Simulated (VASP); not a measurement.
Write the native input for VASP 6.6.1 that does the following.

```
Task                   : single point
Functional             : PBE
Potentials or basis    : VASP PAW PBE potentials, release 64 (Sm)
Cutoff                 : 520 eV
k mesh                 : 10 × 10 × 5
Occupations            : gaussian, width 0.05 eV
Spin                   : collinear spin, typed start
Starting moments       : [5.0, 5.0] μB
Dipole correction      : no
Further INCAR settings : ALGO = Normal; EDIFF = 1e-06; NBANDS = 27
```

The structure of Sm lies in POSCAR:

```
Sm
1.0
    3.6440014800      0.0000000000      0.0000000000
   -1.8220007400      3.1557978600      0.0000000000
    0.0000000000      0.0000000000      5.8760000000
Sm
2
Direct
    0.3333333300      0.6666666700      0.2500000000
    0.6666666700      0.3333333300      0.7500000000
```

This isn't the form of Sm at room conditions, which is rhombohedral.

One way to write it, as run:

INCAR

```
SYSTEM = Sm
PREC     = Accurate       ! precision mode
ENCUT    = 520            ! plane-wave cutoff, eV
EDIFF    = 1E-6           ! SCF threshold, eV
ISMEAR   = 0              ! smearing method
SIGMA    = 0.05           ! smearing width, eV
LREAL    = .False.        ! projectors in reciprocal space
LASPH    = .True.         ! aspherical terms in the spheres
NELM     = 150            ! most SCF steps
ALGO     = Normal         ! electronic algorithm
ISIF     = 2              ! what is computed and relaxed
LWAVE    = .False.        ! write WAVECAR
LCHARG   = .True.         ! write CHGCAR
ISPIN    = 2              ! spin polarisation
MAGMOM   = 5 5            ! initial moments
LORBIT   = 11             ! projections on sites
LMAXMIX  = 6              ! l up to which the mixer works
GGA      = PE             ! functional
LELF     = .True.         ! ELF
LVHAR    = .True.       
NBANDS   = 27             ! bands
```

KPOINTS

```
regular mesh
0
Gamma
  10 10 5
  0 0 0
```

Potentials or basis: VASP PAW PBE potentials, release 64 (Sm).

Command:

```bash
$ cat potpaw_PBE.64/Sm/POTCAR > POTCAR
$ mpirun -np 1 vasp_std > vasp.out
```

It gave:

| Property | Result |
| --- | --- |
| Pressure | 2.7 GPa |
| Band gap on the k mesh | none (metal or under the smearing width) |
| Net moment | 12.99 μB per cell |
| Site moments | Sm +5.68 μB |
| Valence electrons inside the program's atomic spheres | Sm 13.66 |

Caveat: the magnetic or orbital state may not be the lowest; spin-orbit coupling is left out, which moves the levels of the heavy elements.

Wall time 2.7 min on 1 thread of Intel(R) Xeon(R) 6975P-C (Granite Rapids) (shared host), peak memory 0.3 GiB.
